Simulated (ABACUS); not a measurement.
Crystal: TaS2.

```xyz
3
Lattice="3.3500 0.0000 0.0000 -1.6750 2.9012 0.0000 0.0000 0.0000 5.8600" Properties=species:S:1:pos:R:3 pbc="T T T"
Ta    0.0000    0.0000    0.0000
S     1.6750    0.9671    4.3950
S     0.0000    1.9341    1.4650
```

A run of ABACUS 3.10.1 on this cell left the log below. Logs are shortened: lines on timing, memory, paths and dates and some standing lists are left out, and cuts for length are marked.

```text
ABACUS v3.10.1

               Atomic-orbital Based Ab-initio Computation at UStc

 ------------------------------------------------------------------------------------

 READING GENERAL INFORMATION
                           global_out_dir = OUT.TaS2/
                           global_in_card = INPUT
                               pseudo_dir = ./
[... 8 lines left out ...]

 READING ATOM TYPE 1
                               atom label = Ta
                      L=0, number of zeta = 4
                      L=1, number of zeta = 3
                      L=2, number of zeta = 3
                      L=3, number of zeta = 2
             number of atom for this type = 1

 READING ATOM TYPE 2
                               atom label = S
                      L=0, number of zeta = 3
                      L=1, number of zeta = 3
                      L=2, number of zeta = 2
                      L=3, number of zeta = 1
             number of atom for this type = 2

                        TOTAL ATOM NUMBER = 3
DIRECT COORDINATES
    atom                   x                   y                   z     mag                  vx                  vy                  vz
taud_Ta1            0.0000000000        0.0000000000        0.0000000000  0.0000        0.0000000000        0.0000000000        0.0000000000
taud_S1            0.6666666667        0.3333333333        0.7500000000  0.0000        0.0000000000        0.0000000000        0.0000000000
taud_S2            0.3333333333        0.6666666667        0.2500000000  0.0000        0.0000000000        0.0000000000        0.0000000000

                          Volume (Bohr^3) = 384.339
                             Volume (A^3) = 56.9531

 Lattice vectors: (Cartesian coordinate: in unit of a_0)
                +3.35                  +0                  +0
               -1.675            +2.90119                  +0
                   +0                  +0               +5.86
 Reciprocal vectors: (Cartesian coordinate: in unit of 2 pi/a_0)
            +0.298507           +0.172343                  -0
                   -0           +0.344687                  -0
                   +0                  -0           +0.170648
 The esolver type has been set to : ksdft_lcao

                PAO radial cut off (Bohr) = 10
[... 144 lines left out ...]
 max number of nonlocal projetors among all species is 8

 -------------------------------------------
 NONSELF-CONSISTENT
 -------------------------------------------

 SETUP SEARCHING RADIUS FOR PROGRAM TO SEARCH ADJACENT ATOMS
                  longest orb rcut (Bohr) = 7
   longest nonlocal projector rcut (Bohr) = 3.02
                     search radius (Bohr) = 20
              searching radius is (Bohr)) = 20
         searching radius unit is (Bohr)) = 1.89
                         PeriodicBoundary = 1
                        Radius(unit:lat0) = 10.6
                                   glayer = [ 5, 5, 3 ]
                             glayer_minus = [ 4, 4, 2 ]

Find the coordinate range of the input atom(unit:lat0).
                                  min_tau = [ -20.1, -11.6, -11.7 ]
                                  max_tau = [ 21.8, 13.5, 16.1 ]
                                BoxNumber = [ 9, 9, 5 ]

 SETUP EXTENDED REAL SPACE GRID FOR GRID INTEGRATION
                          real space grid = [ 45, 45, 72 ]
                 big cell numbers in grid = [ 9, 9, 24 ]
             meshcell numbers in big cell = [ 5, 5, 3 ]
                        extended fft grid = [ 12, 12, 16 ]
                dimension of extened grid = [ 34, 34, 57 ]
                            UnitCellTotal = 75
              Atom number in sub-FFT-grid = 3
    Local orbitals number in sub-FFT-grid = 100
                                ParaV.nnr = 118560
                                 init_chg = file
 try to read charge from file
 Read in the charge density: OUT.TaS2//TaS2-CHARGE-DENSITY.restart

 LCAO ALGORITHM --------------- ION=   1  ELEC=   1--------------------------------
[... levels at 93 k points of this process ...]

 Density error is 0.00000000000
----------------------------------------------------------
     Energy           Rydberg                 eV
----------------------------------------------------------
 E_KohnSham     -537.7168363814      -7316.0128853211
 E_KS(sigma->0) -537.7159358546      -7316.0006330247
 E_Harris       -537.7168363814      -7316.0128853211
 E_band         -13.6885338552       -186.2420576960
 E_one_elec     -394.2585399267      -5364.1626281633
 E_Hartree      222.7022154896       3030.0190878822
 E_xc           -49.7315015633       -676.6317913570
 E_Ewald        -316.4272093273      -4305.2130490902
 E_entropy(-TS) -0.0018010537        -0.0245045927
 E_descf        0.0000000000         0.0000000000
 E_exx          0.0000000000         0.0000000000
 E_Fermi        1.0451444429         14.2199196561
----------------------------------------------------------

 charge density convergence is achieved
 final etot is -7316.0128853 eV
 EFERMI = 14.219919656 eV

 STATE ENERGY(eV) AND OCCUPATIONS    NSPIN == 1
 1/93 kpoint (Cartesian) = 0.0000 0.0000 0.0000 (1609 pws)
       1       -54.6085      0.0215054
       2       -21.0786      0.0215054
       3       -21.0641      0.0215054
       4       -21.0641      0.0215054
       5       -6.46735      0.0215054
       6       -6.43143      0.0215054
[... 182 lines left out ...]
      29        25.3766        0.00000
      30        25.5128        0.00000

[... levels at 87 further k points ...]

 --------------------------------------------
 !FINAL_ETOT_IS -7316.012885321054 eV
 --------------------------------------------

 Output bands in file: OUT.TaS2/BANDS_1.dat
```

Question: What input gives this log?

Answer: Band structure with PBE, no spin polarisation. The files as run (others can give the same):

INPUT
```
INPUT_PARAMETERS
suffix              TaS2
calculation         nscf
basis_type          lcao
pseudo_dir          ./
orbital_dir         ./
symmetry            -1
dft_functional      pbe
ecutwfc             100.0
pseudo_rcut         10
nspin               1
nbands              30
ks_solver           genelpa
smearing_method     fd
smearing_sigma      0.00367493
scf_thr             1e-07
scf_nmax            100
mixing_type         broyden
mixing_beta         0.7
init_chg            file
out_band            1
```

STRU
```
ATOMIC_SPECIES
Ta 180.9479 Ta_ONCV_PBE-1.2.upf
S 32.0600 S_ONCV_PBE-1.2.upf

NUMERICAL_ORBITAL
Ta_confined-atom_7au_4s3p3d2f.orb
S_confined-atom_7au_3s3p2d1f.orb

LATTICE_CONSTANT
1.8897261246

LATTICE_VECTORS
3.3500000000 0.0000000000 0.0000000000
-1.6750000000 2.9011851027 0.0000000000
0.0000000000 0.0000000000 5.8600000000

ATOMIC_POSITIONS
Direct

Ta
0.0
1
0.0000000000 0.0000000000 0.0000000000 1 1 1

S
0.0
2
0.6666666667 0.3333333333 0.7500000000 1 1 1
0.3333333333 0.6666666667 0.2500000000 1 1 1
```

KPT
```
K_POINTS
12
Line
0.00000000 0.00000000 0.00000000 10 // G
0.50000000 0.00000000 0.00000000 10 // M
0.33333333 0.33333333 0.00000000 10 // K
0.00000000 0.00000000 0.00000000 10 // G
0.00000000 0.00000000 0.50000000 10 // A
0.50000000 0.00000000 0.50000000 10 // L
0.33333333 0.33333333 0.50000000 10 // H
0.00000000 0.00000000 0.50000000 1 // A
0.50000000 0.00000000 0.50000000 10 // L
0.50000000 0.00000000 0.00000000 1 // M
0.33333333 0.33333333 0.00000000 10 // K
0.33333333 0.33333333 0.50000000 1 // H
```

Potentials or basis: SG15 ONCV 1.2 PBE, TZDP LCAO (the cutoffs set its grid).
The run is started by
```bash
$ OMP_NUM_THREADS=1 mpirun -np 4 abacus > log
```

Caveat: the atomic orbitals were generated for these runs and aren't a published set; the density is read from an earlier self-consistent run, whose mesh may be coarse; spin-orbit coupling is left out, which moves the levels of the heavy elements; the basis of atomic orbitals isn't converged, which shifts pressures, moduli and gaps.
